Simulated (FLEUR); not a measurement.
## W: single point with PBE

W:

```
CELL_PARAMETERS angstrom
0.00000 2.03000 2.03000
2.03000 0.00000 2.03000
2.03000 2.03000 0.00000
ATOMIC_POSITIONS crystal
W 0.00000 0.00000 0.00000
```

This isn't the form of W at room conditions, which is bcc.

```yaml
Program: FLEUR MaX-R8.1 (later development tree)
Task: single point
Functional: PBE
Potentials_or_basis: all-electron
Basis: FLAPW
Kmax: 4.1 1/bohr
k_mesh: 11 × 11 × 11
Occupations: fermi-dirac, width 0.05 eV
Spin: no spin polarisation
```

```json
{
 "Band gap on the k mesh": "none (metal or under the smearing width)",
 "Valence electrons inside the program's atomic spheres": "W 25.82 (radii W 2.46 bohr)"
}
```

Levels at points of the mesh, in eV from the Fermi level:
```
           k point  band 12  band 13  band 14  band 15  band 16  band 17
(0.00, 0.00, 0.00)    -8.90    -0.55    -0.55    -0.55     2.50     2.50
```

Core levels (eV from the Fermi level):
```csv
atom,levels
1 W,"1s1/2 -69395.3, 2s1/2 -11965.0, 2p1/2 -11440.3, 2p3/2 -10087.4, 3s1/2 -2751.5, 3p1/2 -2518.1, 3p3/2 -2225.5, 4s1/2 -563.5, 3d3/2 -1833.2, 3d5/2 -1769.6, 4p1/2 -466.7, 4p3/2 -398.9, 4d3/2 -240.2, 4d5/2 -227.7"
```

It took 24 s on 1 thread of Arm Neoverse V1 (shared host), peak memory 0.06 GiB.

Spin-orbit coupling is left out, which matters for the levels of W.
